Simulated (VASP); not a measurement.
# Mg under changes of volume

One of the cells (22.731 Å³/atom); the others are scaled copies at fixed shape and fractional positions:

```xyz
1
Lattice="-1.7845 1.7845 1.7845 1.7845 -1.7845 1.7845 1.7845 1.7845 -1.7845" Properties=species:S:1:pos:R:3 pbc="T T T"
Mg    0.0000    0.0000    0.0000
```

This isn't the form of Mg at room conditions, which is hcp.

| Property | Result |
| --- | --- |
| Program | VASP 6.6.1 |
| Functional | PBE |
| Potentials or basis | VASP PAW PBE potentials, release 64 (Mg) |
| Cutoff | 520 eV |
| k mesh | 11 × 11 × 11 |
| Occupations | fermi-dirac, width 0.05 eV |
| Spin | no spin polarisation |

```tsv
volume (Å³/atom)	energy over the lowest point (meV/atom)	pressure (GPa)
20.948	18.92	3.6
21.394	?	?
21.839	4.55	1.6
22.731	0.00	0.1
23.176	0.84	-0.6
23.622	3.51	-1.3
```

Question: What does the run at 21.394 Å³/atom give?

Answer: Energy over the lowest point 10.39 meV/atom; pressure 2.6 GPa.

Worked out: A Birch-Murnaghan fit of order 3 (a polynomial in V^(-2/3)) to the other rows has its minimum at 22.76 Å³/atom with B0 = V·E''(V) = 37 GPa and B' = 4.0. It gives 10.37 meV/atom at 21.394 Å³/atom, against the run's 10.39, and -dE/dV = 2.6 GPa, against 2.6.

Energies are extrapolated to zero smearing.
